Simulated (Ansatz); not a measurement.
Crystal: La2O3.

```xyz
5
Lattice="3.9308 0.0000 0.0000 -1.9654 3.4042 0.0000 0.0000 0.0000 6.1120" Properties=species:S:1:pos:R:3 pbc="T T T"
La    0.0000    2.2694    1.5050
La    1.9654    1.1347    4.6070
O     0.0000    0.0000    0.0000
O     0.0000    2.2694    3.9477
O     1.9654    1.1347    2.1643
```

The cell is a database's computed one.

Base run:

| Item | Value |
| --- | --- |
| Program | Ansatz 0.2.0 |
| Functional | PBE |
| Potentials or basis | all-electron LAPW, scalar-relativistic |
| Cutoff | 282 eV |
| Density cutoff | 1129 eV |
| Basis error allowed | 0.001 eV/atom |
| k mesh | 8 × 8 × 5 |
| Occupations | fermi-dirac, width 0.05 eV |
| Spin | no spin polarisation |

Its results: band gap on the k mesh 3.88 eV, indirect (least direct gap 4.06 eV); pressure 1.9 GPa; largest force 0.016 eV/Å.

Task: After a change of settings the same cell gave: band gap on the k mesh 3.78 eV, indirect (least direct gap 3.92 eV); pressure -6.3 GPa; largest force 0.167 eV/Å. Which change was it?
A. functional from PBE to PBEsol; basis error allowed from 0.001 eV/atom to 0.002 eV/atom
B. functional from PBE to LDA; basis error allowed from 0.001 eV/atom to 0.002 eV/atom
C. basis error allowed from 0.001 eV/atom to 0.002 eV/atom
D. potentials or basis from all-electron LAPW, scalar-relativistic to all-electron PAW datasets made for the crystal

Result: B.

Caveats: spin-orbit coupling is left out, which moves the levels of the heavy elements; an odd mesh through Γ misses points on the zone boundary, where band edges often lie (some runs).

Not every run made on this cell is shown here.
